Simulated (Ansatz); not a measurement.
A surface is cut from this relaxed crystal of TiAl₃:

```cif
data_structure
_symmetry_space_group_name_H-M 'I4/mmm'
_symmetry_Int_Tables_number 139
_cell_length_a 3.8240
_cell_length_b 3.8240
_cell_length_c 8.5638
_cell_angle_alpha 90.000
_cell_angle_beta 90.000
_cell_angle_gamma 90.000
_cell_volume 125.23
loop_
_atom_site_label
_atom_site_type_symbol
_atom_site_symmetry_multiplicity
_atom_site_Wyckoff_symbol
_atom_site_fract_x
_atom_site_fract_y
_atom_site_fract_z
_atom_site_occupancy
Ti1 Ti 2 a 0.00000 0.00000 0.00000 1
Al1 Al 2 b 0.50000 0.50000 0.00000 1
Al2 Al 4 d 0.00000 0.50000 0.25000 1
```

Miller indices refer to the conventional cell of I4/mmm (No. 139), a = 3.824 Å, b = 3.824 Å, c = 8.564 Å, α = 90.00°, β = 90.00°, γ = 90.00°.

Consider the (100) slab of 6 planes, 9.6 Å thick with 15 Å of vacuum as cut; outer planes TiAl3 (top) and TiAl3 (bottom), all atoms relaxed.

Level of theory: DFT r2SCAN, scalar-relativistic, plane waves, PAW (Ansatz). Settings: cutoff 500 eV, Γ-centred mesh 9×4×1 on the computed 24-atom cell, Gaussian smearing of 0.10 eV; no spin polarisation. A dipole correction removes the field between periodic images along c.

Q: Estimate the surface energy (mean of both faces).

A: 1.97 J/m².

Q: Predict the work function.

A: 4.39 eV.

Q: The top two planes lie 1.912 Å apart in the bulk. How does relaxation change this?

A: The spacing becomes 1.903 Å (-0.5 %), and the top plane rumples by 0.081 Å.